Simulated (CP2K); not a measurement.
**HfO2: equation of state with LDA**

HfO2:

```
Hf O
1.0
     3.61685    0.00000    0.00000
     1.80843    3.13229    0.00000
     1.80843    1.04410    2.95315
Hf O
1 2
Direct
  0.00000 0.00000 0.00000
  0.75000 0.75000 0.75000
  0.25000 0.25000 0.25000
```

Measurements of this composition are mostly on another form, of space group No. 14.

- Program: CP2K 2026.2
- Task: equation of state
- Functional: LDA
- Potentials or basis: GTH_POTENTIALS Hf GTH-PADE-q12, O GTH-PADE-q6; TZVP-MOLOPT-PBE-GTH basis
- Density cutoff: 8163 eV
- k mesh: 9 × 9 × 9
- Occupations: fermi-dirac, width 0.0259 eV
- Spin: no spin polarisation

```yaml
Equilibrium_volume: outside the volumes run
```

Energy against volume, from the lowest point:
| volume (Å³/atom) | energy (meV/atom) |
| --- | --- |
| 10.483 | 0.00 |
| 10.706 | 33.65 |
| 10.929 | 70.95 |
| 11.152 | 111.51 |
| 11.375 | 155.26 |
| 11.598 | 202.06 |
| 11.821 | 251.53 |

All runs of the series together: 10 min on 1 thread of Intel(R) Xeon(R) Platinum 8259CL CPU @ 2.50GHz (Skylake/Cascade Lake) (shared host).

Caveat: the basis of atomic orbitals isn't converged, which shifts pressures, moduli and gaps. Spin-orbit coupling is left out, which matters for the levels of Hf.
